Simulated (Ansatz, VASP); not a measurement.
## One calculation of ZrB2, two programs

```xyz
3
Lattice="3.1700 0.0000 0.0000 -1.5850 2.7453 0.0000 0.0000 0.0000 3.5330" Properties=species:S:1:pos:R:3 pbc="T T T"
Zr    0.0000    0.0000    0.0000
B     1.5850    0.9151    1.7665
B     0.0000    1.8302    1.7665
```

Alike in both runs: task relaxation of cell and atoms; functional PBEsol; k mesh 10 × 10 × 8; occupations fermi-dirac, width 0.05 eV; no spin polarisation.

```csv
,VASP,Ansatz
version,VASP 6.6.1,Ansatz 0.2.0
potentials or method,"VASP PAW PBE potentials, release 64 (Zr_sv, B)",Ansatz PAW
plane-wave cutoff (eV),600,420
valence electrons in the cell,18,18
```

Ansatz gave:

```
relaxed volume (Å³/atom)                                     : 10.08
relaxed cell length with the largest relative difference (Å) : 3.510
energy change over the relaxation (meV/atom)                 : -2
```

Question: What did VASP give for the same quantities?

Answer: Relaxed volume (Å³/atom): 10.09; relaxed cell length with the largest relative difference (Å): 3.512; energy change over the relaxation (meV/atom): -2.

Caveats: the PAW data sets were made with another functional, which shifts forces and pressure a little (VASP); the plane-wave basis is chosen anew once the cell has moved, so the energies of steps on either side of that aren't comparable (Ansatz); the PAW data sets come from PBE, with cores solved anew for the run's functional, which leaves a small shift of forces and pressure (Ansatz).
